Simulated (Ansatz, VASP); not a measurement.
**Ti: VASP beside Ansatz**

INCAR

```
SYSTEM = Ti
ALGO     = Normal         ! electronic algorithm
EDIFF    = 1E-7           ! SCF threshold, eV
ENCUT    = 520            ! plane-wave cutoff, eV
GGA      = CA             ! functional
ISIF     = 2              ! what is computed and relaxed
ISMEAR   = 0              ! smearing method
LASPH    = .TRUE.         ! aspherical terms in the spheres
LCHARG   = .TRUE.         ! write CHGCAR
LELF     = .TRUE.         ! ELF
LREAL    = .FALSE.        ! projectors in reciprocal space
LVHAR    = .TRUE.       
LWAVE    = .FALSE.        ! write WAVECAR
NBANDS   = 12             ! bands
NELM     = 60             ! most SCF steps
PREC     = Accurate       ! precision mode
SIGMA    = 0.1            ! smearing width, eV
```

The input KPOINTS:

```
k-points
0
G
  14 14 14
  0 0 0
```

The input POSCAR:

```
Ti
1.0
    0.0000000000      1.9932498176      1.9932498176
    1.9932498176      0.0000000000      1.9932498176
    1.9932498176      1.9932498176      0.0000000000
Ti
1
Direct
    0.0000000000      0.0000000000      0.0000000000
```

Input for Ansatz:

```yaml
crystal:
  lattice:
    - [0.0, 1.9932498175941724, 1.9932498175941724]
    - [1.9932498175941724, 0.0, 1.9932498175941724]
    - [1.9932498175941724, 1.9932498175941724, 0.0]
  atoms:
    - { symbol: Ti, position: [0.0, 0.0, 0.0] }
basis:
  ecutwfc: 500.0
kpoints:
  mp_grid:
    grid: [14, 14, 14]
hamiltonian:
  xc: lda
  pseudopotentials:
    kind: paw
scf:
  occupations:
    method: gaussian
    width: 0.1
output:
  stress: true
```

This isn't the form of Ti at room conditions, which is hcp.

Alike in both runs: task single point; functional LDA; k mesh 14 × 14 × 14; occupations gaussian, width 0.1 eV; no spin polarisation.

|  | VASP | Ansatz |
| --- | --- | --- |
| version | VASP 6.6.1 | Ansatz 0.2.0 |
| potentials or method | VASP PAW LDA potentials, release 64 (Ti_sv) | plane waves, PAW |
| plane-wave cutoff (eV) | 520 | 500 |
| valence electrons in the cell | 12 | 12 |

```tsv
	VASP	Ansatz	Ansatz less VASP
pressure (GPa)	1.2	1.4	+0.18
```
